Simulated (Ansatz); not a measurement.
# Ge (Cmmm) in Ansatz: further runs

One crystal, Ge, is run at these levels: PBEsol; tasks: relaxation of cell and atoms.

Everything below comes from runs of Ansatz 0.2.0. Logs are shortened: lines on timing, memory, paths and dates and some standing lists are left out, and cuts for length are marked.

### 1 The crystal as given

The structure is orthorhombic, space group Cmmm (No. 65). The conventional cell has a = 2.794 Å, b = 5.201 Å, c = 2.698 Å, α = 90.00°, β = 90.00°, γ = 90.00°. Ge (site symmetry mmm) has 8 Ge at 2.70 to 2.95 Å as nearest neighbours.

This isn't the form of Ge at room conditions, which is diamond.

### 2 Relaxation of cell and atoms, PBEsol

File input.yaml:

```yaml
crystal:
  lattice:
    - [1.397149, -2.600516, 0.0]
    - [1.397149, 2.600516, 0.0]
    - [0.0, 0.0, 2.698231]
  atoms:
    - { symbol: Ge, position: [0.5, 0.5, 0.0] }
hamiltonian:
  xc: pbesol
  pseudopotentials: { kind: paw }
kpoints:
  mp_grid: { grid: [11, 11, 10] }
scf:
  occupations: { method: fermi_dirac, width: 0.05 }
output:
  forces: true
  stress: true
  eigenvalues: true
relax:
  f_tol: 0.01
  max_steps: 40
  cell: { stress_tol: 0.05 }
```

Potentials or basis: Ansatz PAW.

Run with:

```
ansatz run input.yaml --threads 2 --pin off --max-ram 5632MiB --backend cpu --events-out ev --progress --plain --runs-dir out
```

The program printed:

```text
Warning: RAYON_NUM_THREADS=2 ignored (pool sized by the plan → 2); use --threads N
Engine: ansatz 0.2.0, aarch64-unknown-linux-gnu
Pseudopotentials: kind: paw
Pseudopotential: Ge, paw, valence charge 14, recommended cutoff 420 eV (normal), Ge.paw.azcp
Functional definition: PBEsol
  exchange = pbesol_x
  correlation = pbesol_c
Crystal: 1 atoms, lattice volume = 19.607 Å³
Basis set: ecut = 420 eV, 397 PW (Γ), exchange–correlation on 40×40×40 points (8 copies of the dense FFT grid, shifted against one another)
Bands: 11, of which v1, the nominal top of the filled ones, is band 7 counted from 1 (6 counted from 0)
Symmetry: 8 space group operations
Space group: Cmmm (ITA 65), of the structure as read, at distance tolerance 2.7e-5 Å
k-points: 216 of 1210
Non-local potential: Ge, projectors of the file, l = 0: 2, l = 1: 2, l = 2: 3, l = 3: 1
PAW form: soft (Blöchl's): semilocal exchange-correlation on the pseudo side does not see the compensation charge
PAW frozen core: Ge, regenerated for the run's functional, and the local potential with it (the file was generated under x = pbe(κ = 0.804, μ = 0.2195149727645171), c = pbe(β = 0.06672455060314922))
PAW one-centre angular grid: Ge, 590 points (default); XC on 64 Gauss nodes
Initial density: superposition of atomic densities (neutral atoms: chi_scale 0, normalization atom), corrected by the library's trained network
Initial wavefunctions: pseudopotential atomic-orbital guess
Functional: x = pbesol(κ = 0.804, μ = 0.12345679012345678), c = pbesol(β = 0.046)
SCF iter   1: F=—  HF=-4253.295842 eV  |F-HF|=—  |Δ(HF+E_count)|=         —  Δρ=2.14e-3  dr2=5.91e-4  ethr=1.77e-3  ⟨swp⟩=5.7  Hψ=13884  notcnv=0
preconditioner: auto → none  [metal: Δε(μ)=0.060 eV  Ē_g=26.889 eV  σ=0.050 eV  W_gap=0.27  n_scr=8 (ndim 8)  ℏωp=31.4 eV  f_vac=0.000  D(μ)=0.48/eV (n_scr^D=0)  sad-step TF]
SCF iter   2: F=—  HF=-4253.295379 eV  |F-HF|=—  |Δ(HF+E_count)|=   4.63e-4  Δρ=1.14e-3  dr2=2.39e-4  ethr=4.22e-6  ⟨swp⟩=2.0  Hψ=5349  notcnv=0
SCF iter   3: F=—  HF=-4253.295342 eV  |F-HF|=—  |Δ(HF+E_count)|=   3.64e-5  Δρ=3.08e-4  dr2=1.40e-5  ethr=1.71e-6  ⟨swp⟩=1.2  Hψ=2416  notcnv=0
SCF iter   4: F=—  HF=-4253.295331 eV  |F-HF|=—  |Δ(HF+E_count)|=   1.09e-5  Δρ=4.05e-5  dr2=1.68e-7  ethr=9.98e-8  ⟨swp⟩=1.3  Hψ=2493  notcnv=0
iter 5 did not close the SCF: its close was put off for the readings that it lacked (scf_convergence_deferred on its scf_iter line)
SCF iter   5: F=-4253.295331 eV  HF=-4253.295331 eV  |F-HF|=1.25e-9  |Δ(HF+E_count)|=   7.49e-8  Δρ=3.73e-6  dr2=1.69e-9  ethr=1.20e-9  ⟨swp⟩=2.4  Hψ=3416  notcnv=0
SCF iter   6: F=-4253.295331 eV  HF=-4253.295331 eV  |F-HF|=3.05e-10  |Δ(HF+E_count)|=   1.68e-9  Δρ=8.94e-7  dr2=1.54e-10  ethr=1.20e-11  ⟨swp⟩=1.3  Hψ=7377  notcnv=0
SCF 1 converged in 6 iterations: F = -4253.295331 eV  dr2 = 1.54e-10
relax step   1: F+E_penalty+E_count = -4253.29533141 eV  Δ(F+E_penalty+E_count) = +0.000e0 eV  max|allowed force component| = 0.000e0 eV/Å  Δτ_max = 0.0000 Å  P = -4.060 GPa  Ω = 19.607 Å³  (6 SCF iters, dr2 threshold 1.00e-7 eV, accepted)
Crystal: 1 atoms, lattice volume = 18.068 Å³
Basis set: ecut = 420 eV, 365 PW (Γ), exchange–correlation on 40×40×40 points (8 copies of the dense FFT grid, shifted against one another)
Initial density: handed on by an earlier stage of this run
Initial wavefunctions: those handed on with the density
iter 1 solved again at ethr=5.88e-6 eV; its pass at ethr=3.10e-3 eV (dr2=8.23e-4 eV) is discarded
SCF iter   1: F=—  HF=-4253.314513 eV  |F-HF|=—  |Δ(HF+E_count)|=         —  Δρ=2.61e-3  dr2=8.43e-4  ethr=5.88e-6  ⟨swp⟩=1.3  Hψ=19198  notcnv=0
preconditioner: auto → none  [metal: Δε(μ)=0.055 eV  Ē_g=27.384 eV  σ=0.050 eV  W_gap=0.27  n_scr=8 (ndim 8)  ℏωp=32.7 eV  f_vac=0.000  D(μ)=0.51/eV (n_scr^D=0)]
SCF iter   2: F=—  HF=-4253.314578 eV  |F-HF|=—  |Δ(HF+E_count)|=   6.51e-5  Δρ=1.27e-3  dr2=1.70e-4  ethr=5.88e-6  ⟨swp⟩=1.0  Hψ=2376  notcnv=0
SCF iter   3: F=—  HF=-4253.314631 eV  |F-HF|=—  |Δ(HF+E_count)|=   5.35e-5  Δρ=1.03e-4  dr2=1.41e-6  ethr=1.22e-6  ⟨swp⟩=1.5  Hψ=3065  notcnv=0
SCF iter   4: F=—  HF=-4253.314625 eV  |F-HF|=—  |Δ(HF+E_count)|=   6.47e-6  Δρ=5.17e-5  dr2=2.23e-7  ethr=7.14e-10  ⟨swp⟩=5.3  Hψ=11666  notcnv=0
SCF iter   5: F=-4253.314625 eV  HF=-4253.314625 eV  |F-HF|=3.34e-9  |Δ(HF+E_count)|=   1.30e-7  Δρ=8.61e-6  dr2=5.34e-9  ethr=7.14e-10  ⟨swp⟩=5.0  Hψ=11089  notcnv=0
SCF 2 converged in 5 iterations: F = -4253.314625 eV  dr2 = 5.34e-9
relax step   2: F+E_penalty+E_count = -4253.31462487 eV  Δ(F+E_penalty+E_count) = -1.929e-2 eV  max|allowed force component| = 0.000e0 eV/Å  Δτ_max = 0.0000 Å  P = +1.457 GPa  Ω = 18.068 Å³  energy of the carried Pulay correction = +2.847e-4 eV  (5 SCF iters, dr2 threshold 1.00e-7 eV, accepted)
Crystal: 1 atoms, lattice volume = 18.409 Å³
Basis set: ecut = 420 eV, 369 PW (Γ), exchange–correlation on 40×40×40 points (8 copies of the dense FFT grid, shifted against one another)
iter 1 solved again at ethr=2.90e-7 eV; its pass at ethr=3.10e-3 eV (dr2=4.07e-5 eV) is discarded
SCF iter   1: F=—  HF=-4253.316117 eV  |F-HF|=—  |Δ(HF+E_count)|=         —  Δρ=5.89e-4  dr2=4.69e-5  ethr=2.90e-7  ⟨swp⟩=2.0  Hψ=18473  notcnv=0
preconditioner: auto → none  [metal: Δε(μ)=0.026 eV  Ē_g=27.294 eV  σ=0.050 eV  W_gap=0.13  n_scr=8 (ndim 8)  ℏωp=32.4 eV  f_vac=0.000  D(μ)=0.55/eV (n_scr^D=0)]
SCF iter   2: F=—  HF=-4253.316113 eV  |F-HF|=—  |Δ(HF+E_count)|=   3.58e-6  Δρ=2.90e-4  dr2=8.54e-6  ethr=2.90e-7  ⟨swp⟩=1.1  Hψ=2416  notcnv=0
SCF iter   3: F=—  HF=-4253.316117 eV  |F-HF|=—  |Δ(HF+E_count)|=   3.36e-6  Δρ=3.48e-5  dr2=1.61e-7  ethr=6.10e-8  ⟨swp⟩=2.0  Hψ=3775  notcnv=0
SCF iter   4: F=-4253.316117 eV  HF=-4253.316117 eV  |F-HF|=1.76e-8  |Δ(HF+E_count)|=   8.54e-8  Δρ=1.35e-5  dr2=1.58e-8  ethr=7.14e-10  ⟨swp⟩=5.0  Hψ=11641  notcnv=0
SCF 3 converged in 4 iterations: F = -4253.316117 eV  dr2 = 1.58e-8
relax step   3: F+E_penalty+E_count = -4253.31611660 eV  Δ(F+E_penalty+E_count) = -1.492e-3 eV  max|allowed force component| = 0.000e0 eV/Å  Δτ_max = 0.0000 Å  P = -0.018 GPa  Ω = 18.409 Å³  energy of the carried Pulay correction = +2.197e-4 eV  (4 SCF iters, dr2 threshold 1.00e-7 eV, accepted)
Crystal: 1 atoms, lattice volume = 18.400 Å³
iter 1 solved again at ethr=2.98e-8 eV; its pass at ethr=3.10e-3 eV (dr2=4.17e-6 eV) is discarded
SCF iter   1: F=—  HF=-4253.316257 eV  |F-HF|=—  |Δ(HF+E_count)|=         —  Δρ=1.58e-4  dr2=5.33e-6  ethr=2.98e-8  ⟨swp⟩=2.0  Hψ=17801  notcnv=0
preconditioner: auto → none  [metal: Δε(μ)=0.035 eV  Ē_g=27.288 eV  σ=0.050 eV  W_gap=0.17  n_scr=8 (ndim 8)  ℏωp=32.4 eV  f_vac=0.000  D(μ)=0.56/eV (n_scr^D=0)]
SCF iter   2: F=—  HF=-4253.316250 eV  |F-HF|=—  |Δ(HF+E_count)|=   7.32e-6  Δρ=5.61e-5  dr2=6.12e-7  ethr=2.98e-8  ⟨swp⟩=1.3  Hψ=2448  notcnv=0
SCF iter   3: F=-4253.316249 eV  HF=-4253.316249 eV  |F-HF|=4.51e-10  |Δ(HF+E_count)|=   1.77e-7  Δρ=6.44e-6  dr2=3.44e-9  ethr=7.14e-10  ⟨swp⟩=4.9  Hψ=9872  notcnv=0
SCF 4 converged in 3 iterations: F = -4253.316249 eV  dr2 = 3.44e-9
relax step   4: F+E_penalty+E_count = -4253.31624940 eV  Δ(F+E_penalty+E_count) = -1.328e-4 eV  max|allowed force component| = 0.000e0 eV/Å  Δτ_max = 0.0000 Å  P = +0.004 GPa  Ω = 18.400 Å³  energy of the carried Pulay correction = +2.219e-4 eV  (3 SCF iters, dr2 threshold 1.00e-7 eV, accepted)
Crystal: 1 atoms, lattice volume = 18.388 Å³
Basis set: ecut = 420 eV, 385 PW (Γ), exchange–correlation on 40×40×40 points (8 copies of the dense FFT grid, shifted against one another)
iter 1 solved again at ethr=2.58e-7 eV; its pass at ethr=3.10e-3 eV (dr2=3.61e-5 eV) is discarded
SCF iter   1: F=—  HF=-4253.316409 eV  |F-HF|=—  |Δ(HF+E_count)|=         —  Δρ=4.45e-4  dr2=4.26e-5  ethr=2.58e-7  ⟨swp⟩=2.0  Hψ=17897  notcnv=0
preconditioner: auto → none  [metal: Δε(μ)=0.019 eV  Ē_g=27.296 eV  σ=0.050 eV  W_gap=0.09  n_scr=8 (ndim 8)  ℏωp=32.4 eV  f_vac=0.000  D(μ)=0.55/eV (n_scr^D=0)]
SCF iter   2: F=—  HF=-4253.316391 eV  |F-HF|=—  |Δ(HF+E_count)|=   1.82e-5  Δρ=1.55e-4  dr2=4.85e-6  ethr=2.58e-7  ⟨swp⟩=1.1  Hψ=2419  notcnv=0
SCF iter   3: F=-4253.316389 eV  HF=-4253.316389 eV  |F-HF|=2.96e-9  |Δ(HF+E_count)|=   1.61e-6  Δρ=1.52e-5  dr2=2.27e-8  ethr=7.14e-10  ⟨swp⟩=3.7  Hψ=8807  notcnv=0
SCF 5 converged in 3 iterations: F = -4253.316389 eV  dr2 = 2.27e-8
relax step   5: F+E_penalty+E_count = -4253.31638936 eV  Δ(F+E_penalty+E_count) = -1.400e-4 eV  max|allowed force component| = 0.000e0 eV/Å  Δτ_max = 0.0000 Å  P = +0.041 GPa  Ω = 18.388 Å³  energy of the carried Pulay correction = +2.251e-4 eV  (3 SCF iters, dr2 threshold 1.00e-7 eV, accepted)
Crystal: 1 atoms, lattice volume = 18.398 Å³
iter 1 solved again at ethr=1.13e-7 eV; its pass at ethr=3.10e-3 eV (dr2=1.58e-5 eV) is discarded
SCF iter   1: F=—  HF=-4253.316413 eV  |F-HF|=—  |Δ(HF+E_count)|=         —  Δρ=2.87e-4  dr2=1.83e-5  ethr=1.13e-7  ⟨swp⟩=2.0  Hψ=17778  notcnv=0
preconditioner: auto → none  [metal: Δε(μ)=0.035 eV  Ē_g=27.287 eV  σ=0.050 eV  W_gap=0.17  n_scr=8 (ndim 8)  ℏωp=32.4 eV  f_vac=0.000  D(μ)=0.54/eV (n_scr^D=0)]
SCF iter   2: F=—  HF=-4253.316402 eV  |F-HF|=—  |Δ(HF+E_count)|=   1.08e-5  Δρ=9.72e-5  dr2=1.96e-6  ethr=1.13e-7  ⟨swp⟩=1.2  Hψ=2445  notcnv=0
SCF iter   3: F=-4253.316402 eV  HF=-4253.316402 eV  |F-HF|=2.39e-9  |Δ(HF+E_count)|=   6.88e-7  Δρ=9.81e-6  dr2=9.90e-9  ethr=3.03e-10  ⟨swp⟩=3.6  Hψ=8960  notcnv=0
SCF 6 converged in 3 iterations: F = -4253.316402 eV  dr2 = 9.90e-9
relax step   6: F+E_penalty+E_count = -4253.31640180 eV  Δ(F+E_penalty+E_count) = -1.243e-5 eV  max|allowed force component| = 0.000e0 eV/Å  Δτ_max = 0.0000 Å  P = -0.004 GPa  Ω = 18.398 Å³  energy of the carried Pulay correction = +2.232e-4 eV  (3 SCF iters, dr2 threshold 4.24e-8 eV, accepted)
Basis set: ecut = 420 eV, 385 PW (Γ), exchange–correlation on 40×40×36 points (8 copies of the dense FFT grid, shifted against one another)
Initial wavefunctions: pseudopotential atomic-orbital guess (no wavefunctions were taken with the density)
iter 1 solved again at ethr=7.43e-9 eV; its pass at ethr=3.10e-3 eV (dr2=1.04e-6 eV) is discarded
SCF iter   1: F=—  HF=-4253.316138 eV  |F-HF|=—  |Δ(HF+E_count)|=         —  Δρ=4.68e-5  dr2=8.47e-8  ethr=7.43e-9  ⟨swp⟩=2.9  Hψ=19402  notcnv=0
preconditioner: auto → none  [metal: Δε(μ)=0.033 eV  Ē_g=27.287 eV  σ=0.050 eV  W_gap=0.16  n_scr=8 (ndim 8)  ℏωp=32.4 eV  f_vac=0.000  D(μ)=0.54/eV (n_scr^D=0)]
SCF iter   2: F=—  HF=-4253.316146 eV  |F-HF|=—  |Δ(HF+E_count)|=   8.00e-6  Δρ=3.99e-5  dr2=1.17e-7  ethr=6.05e-10  ⟨swp⟩=2.0  Hψ=3895  notcnv=0
SCF iter   3: F=—  HF=-4253.316146 eV  |F-HF|=—  |Δ(HF+E_count)|=   3.23e-8  Δρ=9.07e-6  dr2=3.74e-9  ethr=6.05e-10  ⟨swp⟩=2.8  Hψ=3877  notcnv=0
SCF iter   4: F=—  HF=-4253.316146 eV  |F-HF|=—  |Δ(HF+E_count)|=   2.04e-9  Δρ=1.32e-6  dr2=1.46e-10  ethr=2.67e-11  ⟨swp⟩=2.0  Hψ=3806  notcnv=0
SCF iter   5: F=-4253.316146 eV  HF=-4253.316146 eV  |F-HF|=0.00e0  |Δ(HF+E_count)|=  2.73e-12  Δρ=5.09e-8  dr2=2.78e-13  ethr=1.00e-12  ⟨swp⟩=3.2  Hψ=9149  notcnv=0
SCF 7 converged in 5 iterations: F = -4253.316146 eV  dr2 = 2.78e-13
relax step   7: F+E_penalty+E_count = -4253.31614615 eV  Δ(F+E_penalty+E_count) = +2.556e-4 eV  max|allowed force component| = 0.000e0 eV/Å  Δτ_max = 0.0000 Å  P = +0.002 GPa  Ω = 18.398 Å³  stress off target by 1.98e-2 GPa  SCF on the basis re-selected at this cell (its energy is not comparable with the rows above)  (5 SCF iters)
basis re-selected at this cell: Δ(F+E_penalty+E_count) = +2.556e-4 eV, ΔP = +0.006 GPa vs the last step (what re-selecting the basis moved, of the pressure what is left beyond the Pulay correction that the steps carried, after the strain that the cell walked since its last selection, with what the two solves' SCF thresholds leave and, on support functions, any second-order correction that the steps lacked; it is no measure of the basis error at this ecutwfc). The dense FFT grid was sized anew with the basis: this SCF ran on 20×20×18 points, the steps before it on 20×20×20, so part of this shift can come from that change (see relax.cell in the input reference). This SCF's stress stands 1.98e-2 GPa from its target on what of the cell is left free (relax.cell.stress_tol is 5.00e-2 GPa) and its largest allowed force component is 0.00e0 eV/Å (relax.f_tol is 1.00e-2 eV/Å): within both
SCF converged after 5 iterations
Free energy (F): -4253.316146 eV
Harris-Foulkes:  -4253.316146 eV  (|F-HF|=0.00e0)
Internal energy: -4253.311830 eV  (E = F + TS)
E sigma→0 (E₀):  -4253.313988 eV
Entropy (-TS):   -0.004316 eV (-4.316 meV/atom)
Fermi energy:    11.213367 eV
--- Per-component energies (eV) ---
  E_band       = -111.170301
  E_kinetic    = 111.160659
  E_local      = -2138.329950  (includes V_loc(G=0)·N_el)
  E_nonlocal   = 417.920578
  E_hartree    = 936.038829
  E_xc         = -75.304333
  E_vxc        = -65.094430  (∫ρ·V_xc dr)
  E_paw        = -1976.760466  (= ΣΔE_a)
  E_vpaw       = -308.905120  (= ΣTr[D̂ρ^β])
  E_aug_tail   = 0.000306  (compensation charges beyond the density's cutoff)
  E_ewald      = -1528.955389
  E_core_change = 0.917936  (= ΣΔE_core)
  E_smearing   = -0.004316  (= −TS)
  E_closure    = 0.000000  (closes the sum)
  Σ components = -4253.316146   (vs F -4253.316146, Δ=0.00e0)
--- Forces (eV/Å), atoms counted from 1 ---
  atom   1  Ge     0.00000000     0.00000000     0.00000000
  max |Σ_I F_I| component: 0.00e0 eV/Å
--- Stress (GPa, compression-positive) ---
       -0.019804       0.000000       0.000000
        0.000000       0.007618       0.000000
        0.000000       0.000000       0.018981
  P = ⅓ Tr σ = 0.0023 GPa (0.023 kbar)
--- Band table (eV; the first three rows and the last of 216) ---
  k-point 0: bands = ["-13.5657", "-13.4895", "-13.4760", "-13.3165", "-13.3121", "-2.2179", "17.7521", "19.7523", "20.0637", "21.3037", "25.3180"]
  k-point 1: bands = ["-13.5454", "-13.4884", "-13.4750", "-13.3234", "-13.3190", "-2.0153", "15.2858", "19.9482", "20.2598", "23.7937", "25.5158"]
  k-point 2: bands = ["-13.4926", "-13.4853", "-13.4723", "-13.3415", "-13.3369", "-1.4112", "11.9298", "20.5128", "20.8251", "25.8447", "26.2452"]
  k-point 215: bands = ["-13.5202", "-13.4791", "-13.4026", "-13.3359", "-13.2381", "6.6001", "9.0501", "9.2165", "14.7324", "18.8254", "24.1458"]
--- Relaxed structure (6 steps of the walk, 6 accepted, 1 SCFs on fresh bases) ---
  F+E_penalty+E_count = -4253.31614615 eV   max|allowed force component| = 0.000e0 eV/Å   (the final SCF, on the basis selected at the relaxed cell)
  cell:  # Å, volume = 18.3979 Å³
    - [1.3992512345619965, -2.461410088088257, 0.0]
    - [1.3992512345619965, 2.461410088088257, 0.0]
    - [0.0, 0.0, 2.670910674935435]
  atoms:
    - { symbol: Ge, position: [0.5, 0.5, 0.0] }
```

It took 12 s on 2 threads of Arm Neoverse V1, shared host; peak memory 0.34 GiB.

What came out:

- Free energy: -4253.3161 eV
- Relaxed volume: 18.40 Å³/atom
- Relaxed cell: a = 2.831 Å, b = 2.831 Å, c = 2.671 Å, α = 90.00°, β = 90.00°, γ = 120.77°
- Space group after relaxing (to 0.05 Å): Cmmm (No. 65)
- Energy gained by relaxing: 20.8 meV/atom
- Ionic steps: 7
- Pressure after relaxing: 0.0 GPa
- Band gap on the k mesh: none (metal or under the smearing width)

Step by step:
```
step  energy change (eV)  largest force (eV/Å)  volume (Å³)
   1              0.0000                0.0000        19.61
   2             -0.0193                0.0000        18.07
   3             -0.0208                0.0000        18.41
   4             -0.0209                0.0000        18.40
   5             -0.0211                0.0000        18.39
   6             -0.0211                0.0000        18.40
   7             -0.0208                0.0000        18.40
```

Final structure:
```yaml
crystal:
  lattice:
    - [1.39925, -2.46141, 0.00000]
    - [1.39925, 2.46141, 0.00000]
    - [0.00000, 0.00000, 2.67091]
  atoms:
    - { symbol: Ge, position: [0.50000, 0.50000, 0.00000] }
```

Caveat: the plane-wave basis is chosen anew once the cell has moved, so the energies of steps on either side of that aren't comparable; the PAW data sets come from PBE, with cores solved anew for the run's functional, which leaves a small shift of forces and pressure.

[end of part 1 of 2]
